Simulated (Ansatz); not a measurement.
System: AlP (zinc blende type, first atom moved by 0.06 Å along [111]), 2 atoms in the cell.

```
Al P
1.0
     0.00000    2.75500    2.75500
     2.75500    0.00000    2.75500
     2.75500    2.75500    0.00000
Al P
1 1
Direct
  0.00629 0.00629 0.00629
  0.25000 0.25000 0.25000
```

Code and potentials: Ansatz PAW hard set, 700 eV. Settings: k-mesh 4×4×4 Γ-centred; Fermi–Dirac smearing of 0.05 eV; no spin polarisation. For HSE06: exchange singularity: Wigner-Seitz. For PBE0: exchange singularity: Wigner-Seitz.

Plain PBE gives:

```yaml
Pressure: 0.38 GPa
Gap_on_the_mesh: 1.50 eV
```

```csv
atom,Fx (eV/Å),Fy (eV/Å),Fz (eV/Å)
Al1,-0.371,-0.371,-0.371
P2,0.371,0.371,0.371
```

Question: What changes under HSE06?

Answer: The pressure decreases by 1.52 GPa to -1.14 GPa; the gap goes up by 0.702 eV to 2.206 eV; the forces move by 25 meV/Å (rms):

| atom | Fx (eV/Å) | Fy (eV/Å) | Fz (eV/Å) |
| --- | --- | --- | --- |
| Al1 | -0.385 | -0.385 | -0.385 |
| P2 | 0.385 | 0.385 | 0.385 |

Question: What changes under PBE0?

Answer: The pressure drops by 1.656 GPa to -1.274 GPa; the gap rises by 1.40 eV to 2.90 eV; the forces move by 25 meV/Å (rms):

| atom | Fx (eV/Å) | Fy (eV/Å) | Fz (eV/Å) |
| --- | --- | --- | --- |
| Al1 | -0.385 | -0.385 | -0.385 |
| P2 | 0.385 | 0.385 | 0.385 |

The stress includes the program's correction for the finite plane-wave basis.

A gap read on the mesh is an upper bound of this method's gap, since the mesh can miss a band edge. The k-mesh is modest, so these values aren't fully converged in k. Potentials made with PBE were used with another functional (at least in: Ansatz PAW hard set, 700 eV (HSE06); Ansatz PAW hard set, 700 eV (PBE0)). Semilocal functionals give gaps that mostly lie well below measured ones.
